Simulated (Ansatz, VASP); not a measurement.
**One calculation of AgCl, two programs**

INCAR

```
  PREC = Accurate
  ENCUT = 520
  EDIFF = 1E-7
  ISMEAR = 0
  SIGMA = 0.1
  LREAL = False
  LASPH = True
  NELM = 100
  ALGO = Normal
  ISIF = 2
  LWAVE = False
  LCHARG = True
  GGA = PE
  LELF = True
  LVHAR = True
  NBANDS = 26
```

KPOINTS

```
Automatic mesh
0
Gamma
  6 6 4
```

Contents of POSCAR:

```
AgCl
1.0
    2.4360977600     -2.4376579400      0.0000000000
    2.4360977600      2.4376579400      0.0000000000
    0.0000000000      0.0000000000      5.3800836500
Ag Cl
2 2
Direct
    0.7500000000      0.7500000000      0.4123970000
    0.5000000000      0.5000000000      0.0000000000
    0.2500000000      0.2500000000      0.5876030000
    0.0000000000      0.0000000000      0.0000000000
```

Input for Ansatz:

```yaml
crystal:
  lattice:
    - [2.43609776, -2.43765794, 0.0]
    - [2.43609776, 2.43765794, 0.0]
    - [0.0, 0.0, 5.38008365]
  atoms:
    - { symbol: Ag, position: [0.75, 0.75, 0.412397] }
    - { symbol: Ag, position: [0.5, 0.5, 0.0] }
    - { symbol: Cl, position: [0.25, 0.25, 0.587603] }
    - { symbol: Cl, position: [0.0, 0.0, 0.0] }
basis:
  ecutwfc: 420
kpoints:
  mp_grid: { grid: [6, 6, 4] }
hamiltonian:
  xc: pbe
scf:
  occupations: { method: gaussian, width: 0.1 }
  lower_state_search: "off"
output:
  forces: true
  stress: true
  eigenvalues: true
```

Alike in both runs: task single point; functional PBE; k mesh 6 × 6 × 4; occupations gaussian, width 0.1 eV; no spin polarisation.

```csv
,VASP,Ansatz
version,VASP 6.6.1,Ansatz 0.2.0
potentials or method,"VASP PAW PBE potentials, release 64 (Ag, Cl)","scalar-relativistic, plane waves, PAW"
plane-wave cutoff (eV),520,420
valence electrons in the cell,36,52
```

Ansatz gave:

- gap on the k mesh at the Fermi level (eV): 0.26
- least direct gap on the mesh (eV): 1.33
- rms of the force components (eV/Å): 1.085

Question: What did VASP give for the same quantities?

Answer: gap on the k mesh at the Fermi level (eV): 0.26; least direct gap on the mesh (eV): 1.34; rms of the force components (eV/Å): 1.084.

Atom by atom the forces differ by 0.002 eV/Å (rms over components). The two sets of potentials don't hold the same shells in valence.

Caveats: forces of over 1 eV/Å show positions far from the minimum, so gaps and moduli don't describe the material at rest.
